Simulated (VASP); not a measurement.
# TiTe (P6_3/mmc) in VASP: notebook

Runs on TiTe. Level: PBEsol. Tasks: single point.

Program: VASP 6.6.1. These are calculated values, not measurements. Logs are shortened: lines on timing, memory, paths and dates and some standing lists are left out, and cuts for length are marked.

## 1. The crystal as given

The structure is hexagonal, space group P6_3/mmc (No. 194). Conventional cell: a = 3.842 Å, b = 3.842 Å, c = 6.403 Å, α = 90.00°, β = 90.00°, γ = 120.00°. Te (site symmetry -6m2) is surrounded by 6 Ti at 2.74 Å. Ti (site symmetry -3m) is surrounded by 6 Te at 2.74 Å.

## 2. Single point, PBEsol

Input file INCAR:

```
  PREC = Accurate
  ENCUT = 450
  EDIFF = 1E-6
  ISMEAR = 0
  SIGMA = 0.01
  LREAL = F
  LASPH = T
  NELM = 100
  ALGO = Normal
  ISIF = 2
  LWAVE = F
  LCHARG = F
  GGA = PS
  ADDGRID = F
```

Input file KPOINTS:

```
Automatic mesh
0
Gamma
  5 5 3
```

Input file POSCAR:

```
TiTe
1.0
    3.8420000000      0.0000000000      0.0000000000
   -1.9210000000      3.3272696013      0.0000000000
    0.0000000000      0.0000000000      6.4030000000
Te Ti
2 2
Direct
    0.6666666667      0.3333333333      0.7500000000
    0.3333333333      0.6666666667      0.2500000000
    0.0000000000      0.0000000000      0.5000000000
    0.0000000000      0.0000000000      0.0000000000
```

Potentials or basis: VASP PAW PBE potentials, release 64 (Te, Ti_sv).

Launch:

```
$ cat potpaw_PBE.64/Te/POTCAR potpaw_PBE.64/Ti_sv/POTCAR > POTCAR
$ mpirun -np 1 vasp_std > vasp.out
```

OUTCAR:

```text
PREC = Accurate
   ENCUT = 450
   EDIFF = 1E-6
   ISMEAR = 0
   LREAL = F
   LASPH = T
   NELM = 100
   ISIF = 2
   GGA = PS

 Found     10 irreducible k-points:

 Following reciprocal coordinates:
            Coordinates               Weight
  0.000000  0.000000  0.000000      1.000000
  0.200000  0.000000  0.000000      6.000000
  0.400000  0.000000  0.000000      6.000000
  0.200000  0.200000  0.000000      6.000000
  0.400000  0.200000  0.000000      6.000000
  0.000000  0.000000  0.333333      2.000000
   k-points           NKPTS =     10   k-points in BZ     NKDIM =     10   number of bands    NBANDS=     22
   number of dos      NEDOS =    301   number of ions     NIONS =      4
   total plane-waves  NPLWV =  37632
   dimension x,y,z NGX =    28 NGY =   28 NGZ =   48
   dimension x,y,z NGXF=    56 NGYF=   56 NGZF=   96
   ions per type =               2   2
   NGX,Y,Z   is equivalent  to a cutoff of  12.12, 12.12, 12.46 a.u.
   NGXF,Y,Z  is equivalent  to a cutoff of  24.23, 24.23, 24.93 a.u.
 SYSTEM =  unknown system
   PREC   = accura    normal or accurate (medium, high low for compatibility)
   ISTART =      0    job   : 0-new  1-cont  2-samecut
   ICHARG =      2    charge: 1-file 2-atom 10-const
   ISPIN  =      1    spin polarized calculation?
   LNONCOLLINEAR =      F non collinear calculations
   LSORBIT =      F    spin-orbit coupling
   LASPH  =      T    aspherical Exc in radial PAW
   ENCUT  =  450.0 eV  33.07 Ry    5.75 a.u.   6.65  6.65 11.08*2*pi/ulx,y,z
   NELM   =    100;   NELMIN=  2; NELMDL= -5     # of ELM steps
   EDIFF  = 0.1E-05   stopping-criterion for ELM
   LREAL  =      F    real-space projection
   EDIFFG = 0.1E-04   stopping-criterion for IOM
   NSW    =      0    number of steps for IOM
   IBRION =     -1    ionic relax: 0-MD 1-quasi-New 2-CG
   NFREE  =      0    steps in history (QN), initial steepest desc. (CG)
   ISIF   =      2    stress and relaxation
   ISYM   =      2    0-nonsym 1-usesym 2-fastsym
   POTIM  = 0.5000    time-step for ionic-motion
   TEBEG  =    0.0;   TEEND  =   0.0 temperature during run
   PSTRESS=    0.0 pullay stress
   NELECT =      36.0000    total number of electrons
   NUPDOWN=      -1.0000    fix difference up-down
   EMIN   =  10.00;   EMAX   =-10.00  energy-range for DOS
   EFERMI =   0.00;   METHOD = LEGACY
   ISMEAR =     0;   SIGMA  =   0.01  broadening in eV -4-tet -1-fermi 0-gaus
   EFERMI_NEDOS =   21; number of points for ismear=-14 and -15
   IALGO  =     38    algorithm
   IMIX   =      4    mixing-type and parameters
     AMIX     =   0.40;   BMIX     =  1.00
     AMIX_MAG =   1.60;   BMIX_MAG =  1.00
  volume/ion in A,a.u.               =      20.46       138.09
  Fermi-wavevector in a.u.,A,eV,Ry     =   1.244991  2.352691 21.089049  1.550001
  Thomas-Fermi vector in A             =   2.379233
   LORBIT       =      0    0 simple, 1 ext, 2 COOP (PROOUT), +10 PAW based schemes
   GGA     = PS    functional components
   LHFCALC =     F    Hartree Fock is set to
   AEXX    =    0.0000 exact exchange contribution
   IVDW    =     0    specifies the selected vdW correction
   LEPSILON=     F    determine dielectric tensor
   LRPA    =     F    only Hartree local field effects (RPA)
 non-spin polarized calculation
 Gauss-broadening in eV      SIGMA  =   0.01
  energy-cutoff  :      450.00
  volume of cell :       81.85
 maximum number of plane-waves:      1810
 NGX is ok and might be reduce to    28
   NGX = 13   NGY = 13   NGZ = 23

 number of electron      36.0000000 magnetization

 Free energy of the ion-electron system (eV)
  ---------------------------------------------------
  ext. energy  EPLUGINS =         0.00000000
  ---------------------------------------------------
  free energy    TOTEN  =       -26.22963855 eV

  energy without entropy =      -26.22928977  energy(sigma->0) =      -26.22946416

 E-fermi :  10.0835     XC(G=0): -11.1604

 val. band max:        9.9979913116   @ k =   0.2000   0.0000   0.0000
 cond. band min:      10.0933368086   @ k =   0.2000   0.2000   0.3333
 fundamental gap:      0.0953454970
 Fermi energy:        10.0835388725

 k-point     1 :       0.0000    0.0000    0.0000
  band No.  band energies     occupation
      1     -46.9874      2.00000
      2     -46.9727      2.00000
      3     -23.4438      2.00000
      4     -23.4261      2.00000
      5     -23.4261      2.00000
      6     -23.4079      2.00000
[... 14 lines left out ...]
     21       9.6708      2.00000
     22      11.0326      0.00000

 k-point     2 :       0.2000    0.0000    0.0000
  band No.  band energies     occupation
      1     -46.9863      2.00000
      2     -46.9718      2.00000
      3     -23.4430      2.00000
      4     -23.4384      2.00000
      5     -23.4301      2.00000
      6     -23.4212      2.00000
[... 14 lines left out ...]
     21      10.7491      0.00000
     22      11.0177      0.00000

 k-point     3 :       0.4000    0.0000    0.0000
  band No.  band energies     occupation
      1     -46.9845      2.00000
      2     -46.9703      2.00000
      3     -23.4699      2.00000
      4     -23.4427      2.00000
      5     -23.4366      2.00000
      6     -23.4301      2.00000
[... 14 lines left out ...]
     21      10.8310      0.00000
     22      11.1379      0.00000

 k-point     4 :       0.2000    0.2000    0.0000
  band No.  band energies     occupation
      1     -46.9849      2.00000
      2     -46.9706      2.00000
      3     -23.4603      2.00000
      4     -23.4400      2.00000
      5     -23.4349      2.00000
      6     -23.4316      2.00000
[... 14 lines left out ...]
     21      10.8668      0.00000
     22      10.9274      0.00000

 k-point     5 :       0.4000    0.2000    0.0000
  band No.  band energies     occupation
      1     -46.9840      2.00000
      2     -46.9698      2.00000
      3     -23.4686      2.00000
      4     -23.4481      2.00000
      5     -23.4414      2.00000
      6     -23.4275      2.00000
[... 14 lines left out ...]
     21      10.7229      0.00000
     22      11.2163      0.00000

 k-point     6 :       0.0000    0.0000    0.3333
  band No.  band energies     occupation
      1     -46.9838      2.00000
      2     -46.9765      2.00000
      3     -23.4216      2.00000
      4     -23.4216      2.00000
      5     -23.4124      2.00000
      6     -23.4124      2.00000
[... 14 lines left out ...]
     21      10.3141      0.00000
     22      11.1112      0.00000

 [... further k-points ...]

------------------------ aborting loop because EDIFF is reached ----------------------------------------

  FORCE on cell =-STRESS in cart. coord.  units (eV):
  Direction    XX          YY          ZZ          XY          YZ          ZX
  --------------------------------------------------------------------------------------
  -------------------------------------------------------------------------------------
  Total        1.2262300      1.2262300      2.8072196     -0.0000000      0.0000000      0.0000000
  in kB       24.0023442     24.0023442     54.9487871     -0.0000000      0.0000000      0.0000000
  external PRESSURE =      34.3178252 kB  Pullay stress =       0.0000000 kB

 VOLUME and BASIS-vectors are now :
 -----------------------------------------------------------------------------
  energy-cutoff  :      450.00
  volume of cell :       81.85
      direct lattice vectors                 reciprocal lattice vectors
     3.842000000  0.000000000  0.000000000     0.260281104  0.150273365  0.000000000
    -1.921000000  3.327269601  0.000000000     0.000000000  0.300546730  0.000000000
     0.000000000  0.000000000  6.403000000     0.000000000  0.000000000  0.156176792

 POSITION                                       TOTAL-FORCE (eV/Angst)
 -----------------------------------------------------------------------------------
      1.92100      1.10909      4.80225        -0.000000      0.000000      0.000000
     -0.00000      2.21818      1.60075        -0.000000     -0.000000      0.000000
      0.00000      0.00000      3.20150         0.000000      0.000000      0.000000
      0.00000      0.00000      0.00000         0.000000      0.000000      0.000000
 -----------------------------------------------------------------------------------
    total drift:                                0.000000     -0.000000      0.000000

  FREE ENERGIE OF THE ION-ELECTRON SYSTEM (eV)
  ---------------------------------------------------
  free  energy   TOTEN  =       -26.2296385483 eV

  energy  without entropy=      -26.2292897729  energy(sigma->0) =      -26.22946416
```

It took 12 s on 1 thread of AMD EPYC 9R14 (Zen 4), shared host; peak memory 0.16 GiB.

The run converged, but some of its settings lie outside the range that counts as converged, so its numbers aren't taken as properties of the crystal.

Results:

| Item | Value |
| --- | --- |
| Free energy | -26.2296 eV |
| Pressure | 3.4 GPa |
| Band gap on the k mesh | none (metal or under the smearing width) |

Caveat: the k mesh is coarse (spacing up to 0.38 Å⁻¹), so the values aren't converged; the PAW data sets were made with another functional, which shifts forces and pressure a little.

## 3. Single point, PBEsol

Changes to INCAR since step 2:

```diff
@@ -1,2 +1,2 @@
-  PREC = Accurate
+  PREC = Low
   ENCUT = 450
@@ -4,3 +4,3 @@
   ISMEAR = 0
-  SIGMA = 0.01
+  SIGMA = 0.05
   LREAL = F
```

KPOINTS is that of step 2.

POSCAR is that of step 2.

Potentials or basis: VASP PAW PBE potentials, release 64 (Te, Ti_sv).

Launch:

```
$ cat potpaw_PBE.64/Te/POTCAR potpaw_PBE.64/Ti_sv/POTCAR > POTCAR
$ mpirun -np 1 vasp_std > vasp.out
```

Wall time 7 s (1 thread of AMD EPYC 9R14 (Zen 4), shared host); peak memory 0.09 GiB.

These settings aren't checked as converged: the numbers below hold their error.

What came out:

```yaml
Free_energy: -26.2346 eV
Pressure: 3.5 GPa
Band_gap_on_the_k_mesh: none (metal or under the smearing width)
```

Caveat: the k mesh is coarse (spacing up to 0.38 Å⁻¹), so the values aren't converged; the PAW data sets were made with another functional, which shifts forces and pressure a little.

## 4. Single point, PBEsol

Changes to INCAR since step 3:

```diff
@@ -1,2 +1,2 @@
-  PREC = Low
+  PREC = Normal
   ENCUT = 450
```

KPOINTS is that of step 3.

POSCAR is that of step 3.

Potentials or basis: VASP PAW PBE potentials, release 64 (Te, Ti_sv).

Launch:

```
$ cat potpaw_PBE.64/Te/POTCAR potpaw_PBE.64/Ti_sv/POTCAR > POTCAR
$ mpirun -np 1 vasp_std > vasp.out
```

OUTCAR:

```text
PREC = Normal
   ENCUT = 450
   EDIFF = 1E-6
   ISMEAR = 0
   LREAL = F
   LASPH = T
   NELM = 100
   ISIF = 2
   GGA = PS

 Found     10 irreducible k-points:

 Following reciprocal coordinates:
            Coordinates               Weight
  0.000000  0.000000  0.000000      1.000000
  0.200000  0.000000  0.000000      6.000000
  0.400000  0.000000  0.000000      6.000000
  0.200000  0.200000  0.000000      6.000000
[... 229 lines left out ...]

  FORCE on cell =-STRESS in cart. coord.  units (eV):
  Direction    XX          YY          ZZ          XY          YZ          ZX
  --------------------------------------------------------------------------------------
  -------------------------------------------------------------------------------------
  Total        1.1941191      1.1941191      2.8695938      0.0000000      0.0000000      0.0000000
  in kB       23.3738027     23.3738027     56.1697060      0.0000000      0.0000000      0.0000000
  external PRESSURE =      34.3057705 kB  Pullay stress =       0.0000000 kB

 VOLUME and BASIS-vectors are now :
 -----------------------------------------------------------------------------
  energy-cutoff  :      450.00
  volume of cell :       81.85
      direct lattice vectors                 reciprocal lattice vectors
     3.842000000  0.000000000  0.000000000     0.260281104  0.150273365  0.000000000
    -1.921000000  3.327269601  0.000000000     0.000000000  0.300546730  0.000000000
     0.000000000  0.000000000  6.403000000     0.000000000  0.000000000  0.156176792

 POSITION                                       TOTAL-FORCE (eV/Angst)
 -----------------------------------------------------------------------------------
      1.92100      1.10909      4.80225         0.000000     -0.000000      0.000000
     -0.00000      2.21818      1.60075        -0.000000      0.000000      0.000000
      0.00000      0.00000      3.20150         0.000000      0.000000      0.000000
      0.00000      0.00000      0.00000        -0.000000      0.000000      0.000000
 -----------------------------------------------------------------------------------
    total drift:                                0.000000     -0.000000      0.000000

  FREE ENERGIE OF THE ION-ELECTRON SYSTEM (eV)
  ---------------------------------------------------
  free  energy   TOTEN  =       -26.2314391910 eV

  energy  without entropy=      -26.2276935700  energy(sigma->0) =      -26.22956638
```

stdout:

```text
POSCAR found type information on POSCAR TeTi
 POSCAR found :  2 types and       4 ions
 scaLAPACK will be used
 -----------------------------------------------------------------------------
|                                                                             |
|                                                                             |
|     You enforced a specific xc type in the INCAR file but a different       |
|     I HOPE YOU KNOW WHAT YOU ARE DOING!                                     |
|                                                                             |
 -----------------------------------------------------------------------------

 LDA part: xc-table for (Slater+PW92), standard interpolation
 POSCAR, INCAR and KPOINTS ok, starting setup
 FFT: planning ... GRIDC
 FFT: planning ... GRID_SOFT
 FFT: planning ... GRID
 WAVECAR not read
 entering main loop
```

Run time: 7.4 s. Hardware: 1 thread of AMD EPYC 9R14 (Zen 4), shared host; peak memory 0.11 GiB.

The run converged, but some of its settings lie outside the range that counts as converged, so its numbers aren't taken as properties of the crystal.

What came out:

- Free energy: -26.2314 eV
- Pressure: 3.4 GPa
- Band gap on the k mesh: none (metal or under the smearing width)

Caveat: the k mesh is coarse (spacing up to 0.38 Å⁻¹), so the values aren't converged; the PAW data sets were made with another functional, which shifts forces and pressure a little.

## 5. The reference run

An earlier run on the cell as given: functional PBEsol; potentials or basis VASP PAW PBE potentials, release 64 (Te, Ti_sv); cutoff 520 eV; k mesh 8 × 8 × 4; occupations fermi-dirac, width 0.05 eV; no spin polarisation.

* Pressure: 3.5 GPa
* Band gap on the k mesh: none (metal or under the smearing width)
